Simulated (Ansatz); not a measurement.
## Ba in Ansatz: the effect of functional

Ba:

```
Ba
1.0
    -2.55566    2.55566    2.55566
     2.55566   -2.55566    2.55566
     2.55566    2.55566   -2.55566
Ba
1
Cartesian
  0.0000 0.0000 0.0000
```

The cell isn't the ideal one: volume scaled by 1.06.

Alike in all runs:

```yaml
Program: Ansatz 0.2.0
Task: single point
Potentials_or_basis: Ansatz PAW
k_mesh: 8 × 8 × 8
Occupations: fermi-dirac, width 0.05 eV
Spin: no spin polarisation
```

One run gave: pressure -1.7 GPa. Which functional did it use?
A. r2SCAN
B. PBE
C. LDA

C.

```tsv
functional	cutoff	pressure (GPa)
LDA	420 eV (not typed: the program's choice for these potentials)	-1.7
r2SCAN	500 eV (not typed: the program's choice for these potentials)	-0.3
PBE	420 eV (not typed: the program's choice for these potentials)	-0.5
```

Caveats: the PAW data sets come from PBE, with cores solved anew for the run's functional, which leaves a small shift of forces and pressure (some runs).
